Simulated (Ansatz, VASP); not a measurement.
**SiC (Moissanite 3C) in VASP and in Ansatz**

```xyz
2
Lattice="0.0000 2.1790 2.1790 2.1790 0.0000 2.1790 2.1790 2.1790 0.0000" Properties=species:S:1:pos:R:3 pbc="T T T"
Si    0.0000    0.0000    0.0000
C     3.2685    3.2685    3.2685
```

Alike in both runs: task single point; functional PBEsol; k mesh 10 × 10 × 10; occupations fermi-dirac, width 0.05 eV; no spin polarisation.

```csv
,VASP,Ansatz
version,VASP 6.6.1,Ansatz 0.2.0
potentials or method,"VASP PAW PBE potentials, release 64 (Si, C)",Ansatz PAW
plane-wave cutoff (eV),520,420
valence electrons in the cell,8,8
```

Ansatz gave:

| Property | Result |
| --- | --- |
| gap on the k mesh at the Fermi level (eV) | 1.24 |
| least direct gap on the mesh (eV) | 4.45 |
| pressure (GPa) | -0.2 |

What did VASP give for the same quantities?

gap on the k mesh at the Fermi level (eV): 1.23; least direct gap on the mesh (eV): 4.44; pressure (GPa): 0.2.

With one functional, cell and mesh, what is left measures potentials, basis and numerics.

Caveats: the PAW data sets were made with another functional, which shifts forces and pressure a little (VASP); the PAW data sets come from PBE, with cores solved anew for the run's functional, which leaves a small shift of forces and pressure (Ansatz). A k mesh can miss the band edges.
